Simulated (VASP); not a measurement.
TaN in VASP: the effect of exact exchange

TaN:

```
Ta N
1.0
     2.93800    0.00000    0.00000
    -1.46900    2.54438    0.00000
     0.00000    0.00000    2.88300
Ta N
1 1
Direct
  0.33333 0.66667 0.50000
  0.00000 0.00000 0.00000
```

Alike in all runs:

```yaml
Program: VASP 6.6.1
Task: single point
Functional: PBE0(alpha)
Potentials_or_basis: VASP PAW PBE potentials, release 64 (Ta_pv, N)
Cutoff: 520 eV
k_mesh: 5 × 5 × 5
Occupations: fermi-dirac, width 0.05 eV
Spin: no spin polarisation
```

```tsv
exact exchange	pressure (GPa)
0.05	3.3
0.1	?
0.15	-0.5
0.2	-2.3
```

Task: What does the run with exact exchange 0.1 give?

Result: Pressure 1.4 GPa.

Worked out: A straight line through the other rows of the pressure, of slope -37.4 GPa per unit of exact exchange, gives 1.4 GPa, against the run's 1.4.

Caveats: all runs use coarse meshes; the PAW data sets were made with another functional, which shifts forces and pressure a little.
